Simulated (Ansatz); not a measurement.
**F: one input, then a changed one**

The cell is built from the bcc type as a first guess.

First run: DFT, PBE, PAW with Ansatz's default frozen-core files, scalar-relativistic (Ansatz 0.2.0).

Command: `ansatz run input.yaml --threads 1 --pin off --max-ram 2048MiB --backend cpu --events-out ev --progress --plain --runs-dir out` The run took 4 s on 1 thread of Intel(R) Xeon(R) 6975P-C (Granite Rapids), with other jobs on the host, peak memory 0.3 GiB.

```yaml
crystal:
  lattice:
    - [-1.40625, 1.40625, 1.40625]
    - [1.40625, -1.40625, 1.40625]
    - [1.40625, 1.40625, -1.40625]
  atoms:
    - { symbol: F, position: [0.0, 0.0, 0.0] }
kpoints:
  mp_grid: { grid: [18, 18, 18] }
scf:
  occupations: { method: fermi_dirac, width: 0.05 }
hamiltonian:
  xc: pbe
  pseudopotentials: { kind: paw }
output:
  forces: true
  stress: true
relax:
  f_tol: 0.005
  max_steps: 80
  cell: {}
```

Result: converged; relaxed volume 10.080 Å³/atom; 35 SCF iterations in all.

The input is then changed:

```diff
@@ -7,7 +7,8 @@
     - { symbol: F, position: [0.0, 0.0, 0.0] }
 kpoints:
-  mp_grid: { grid: [18, 18, 18] }
+  mp_grid: { grid: [18, 18, 18], shift: [0.5, 0.5, 0.5] }
 scf:
   occupations: { method: fermi_dirac, width: 0.05 }
+  n_extra_bands: 4
 hamiltonian:
   xc: pbe
```

(1) Predict the outcome of the changed run.

Answers

(1) It converged; energy at zero smearing 0.0 meV/atom from the first run; relaxed volume 10.079 Å³/atom; 35 SCF iterations in all.
